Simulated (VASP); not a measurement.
Data:

```
ZrO2
1.0
    0.00000     2.53373     2.53373
    2.53373     0.00000     2.53373
    2.53373     2.53373     0.00000
Zr O
1 2
Cartesian
  0.00000   0.00000   0.00000
  1.26686   1.26686   1.26686
  3.80059   3.80059   3.80059
```

All values below come from PBEsol GGA, VASP's PBE PAW potentials (set 64) (plane waves; VASP 6.6.1). Settings: 520 eV cut-off, 8×8×8 Γ-centred mesh, Gaussian smearing of 0.010 eV, potentials Zr_sv O.

Problem. Give the electronic dielectric tensor ε∞ (DFPT, local fields included).

Solution. 
```
5.85  0.00  0.00
0.00  5.85  0.00
0.00  0.00  5.85
```

Problem. Give the Born effective charges.

Solution. 
| atom | Z*xx | Z*yy | Z*zz | mean |
|---|---|---|---|---|
| Zr1 | 5.75 | 5.75 | 5.75 | 5.75 |
| O2 | -2.87 | -2.87 | -2.87 | -2.87 |
| O3 | -2.87 | -2.87 | -2.87 | -2.87 |

The structure comes from a computed database's ZrO2 entry (Fm-3m); how it stands against other phases isn't given here. It was relaxed first.
